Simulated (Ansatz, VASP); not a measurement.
## SnO: VASP beside Ansatz

```
Sn O
1.0
     4.12550    0.00000    0.00000
    -2.06275    3.57279    0.00000
     0.00000    0.00000    5.18540
Sn O
2 2
Direct
  0.33333 0.66667 0.25000
  0.66667 0.33333 0.75000
  0.66667 0.33333 0.25000
  0.33333 0.66667 0.75000
```

The cell was built by a generator and needn't be a form met in nature.

Alike in both runs: task single point; functional HSE06; k mesh 6 × 6 × 2; no spin polarisation.

```csv
,VASP,Ansatz
version,VASP 6.6.1,Ansatz 0.2.0
potentials or method,"VASP PAW PBE potentials, release 64 (Sn_d, O)","plane waves, PAW"
plane-wave cutoff (eV),520,420
occupations,"gaussian, width 0.01 eV",fixed
valence electrons in the cell,40,40
```

Ansatz gave:

- gap on the k mesh at the Fermi level (eV): 0.79
- pressure (GPa): 0.2
- largest component of the traceless stress (GPa): 2.00

**Question.** Estimate VASP's values.

**Answer.** gap on the k mesh at the Fermi level (eV): 0.79; pressure (GPa): 0.3; largest component of the traceless stress (GPa): 1.83.

Ansatz warned: «stress_exchange_threshold_loose».

Caveats: the k mesh is coarse (spacing up to 0.61 Å⁻¹), so the values aren't converged, least of all with exact exchange; the PAW data sets were made with another functional, which shifts forces and pressure a little (VASP); spin-orbit coupling is left out, which moves the levels of the heavy elements. A k mesh can miss the band edges.
